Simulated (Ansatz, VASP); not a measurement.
# BN in VASP and in Ansatz

INCAR

```
  PREC = Accurate
  ENCUT = 520
  EDIFF = 1E-7
  ISMEAR = -1
  SIGMA = 0.05
  LREAL = False
  LASPH = True
  NELM = 100
  ALGO = Normal
  ISIF = 2
  LWAVE = False
  LCHARG = False
  GGA = PE
  NBANDS = 16
```

The input KPOINTS:

```
regular mesh
0
Gamma
  12 12 6
```

Contents of POSCAR:

```
BN
1.0
    2.5708536019      0.0000000000      0.0000000000
   -1.2854268010      2.2264245287      0.0000000000
    0.0000000000      0.0000000000      4.2548482330
N B
2 2
Direct
    0.3333333333      0.6666666667      0.1252760000
    0.6666666667      0.3333333333      0.6252760000
    0.3333333333      0.6666666667      0.4997240000
    0.6666666667      0.3333333333      0.9997240000
```

Contents of input.yaml:

```yaml
crystal:
  lattice:
    - [2.5708536019, 0.0, 0.0]
    - [-1.285426801, 2.2264245287, 0.0]
    - [0.0, 0.0, 4.254848233]
  atoms:
    - { symbol: "N", position: [0.3333333333, 0.6666666667, 0.125276] }
    - { symbol: "N", position: [0.6666666667, 0.3333333333, 0.625276] }
    - { symbol: B, position: [0.3333333333, 0.6666666667, 0.499724] }
    - { symbol: B, position: [0.6666666667, 0.3333333333, 0.999724] }
hamiltonian:
  xc: pbe
  pseudopotentials: { kind: paw }
kpoints:
  mp_grid: { grid: [12, 12, 6] }
scf:
  occupations: { method: fermi_dirac, width: 0.05 }
output:
  forces: true
  stress: true
  eigenvalues: true
```

Change from the starting cell: volume scaled by 1.02.

Alike in both runs: task single point; functional PBE; k mesh 12 × 12 × 6; occupations fermi-dirac, width 0.05 eV; no spin polarisation.

```csv
,VASP,Ansatz
version,VASP 6.6.1,Ansatz 0.2.0
potentials or method,"VASP PAW PBE potentials, release 64 (N, B)",Ansatz PAW
plane-wave cutoff (eV),520,420
valence electrons in the cell,16,16
```

```csv
,VASP,Ansatz,Ansatz less VASP
gap on the k mesh at the Fermi level (eV),5.23,5.24,+0.016
least direct gap on the mesh (eV),8.14,8.14,+0.007
pressure (GPa),-7.0,-7.1,-0.17
largest component of the traceless stress (GPa),0.56,0.52,-0.036
rms of the force components (eV/Å),0.017,0.018,+0.0013
```

Atom by atom the forces differ by 0.001 eV/Å (rms over components).

Caveats: the pressure holds a Pulay correction of +1.0 GPa for the finite cutoff (Ansatz). A k mesh can miss the band edges.
